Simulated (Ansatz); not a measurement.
A run of Ansatz 0.2.0:

Contents of input.yaml:

```yaml
crystal:
  lattice:
    - [0.0, 2.22, 2.22]
    - [2.22, 0.0, 2.22]
    - [2.22, 2.22, 0.0]
  atoms:
    - { symbol: Hf, position: [0.0, 0.0, 0.0] }
kpoints:
  mp_grid: { grid: [10, 10, 10] }
scf:
  occupations: { method: gaussian, width: 0.02 }
hamiltonian:
  xc: pbe
  pseudopotentials: { kind: all_electron, lapw: { basis_error: 0.001 } }
output:
  forces: true
  stress: true
  eigenvalues: true
```

Potentials or basis: all-electron LAPW, scalar-relativistic.

Command:

```sh
$ ansatz run input.yaml --threads 1 --pin off --max-ram 3072MiB --backend cpu --events-out ev --progress --plain --runs-dir out
```

Hardware: 1 thread of Arm Neoverse V1, with other jobs on the host.

Question: How long does it take, and how much memory?

Answer: Wall time 5 s on 1 thread of Arm Neoverse V1 (shared host), peak memory 0.25 GiB. Counts: scf iterations 6, plane waves 169, k points 47, bands 22.
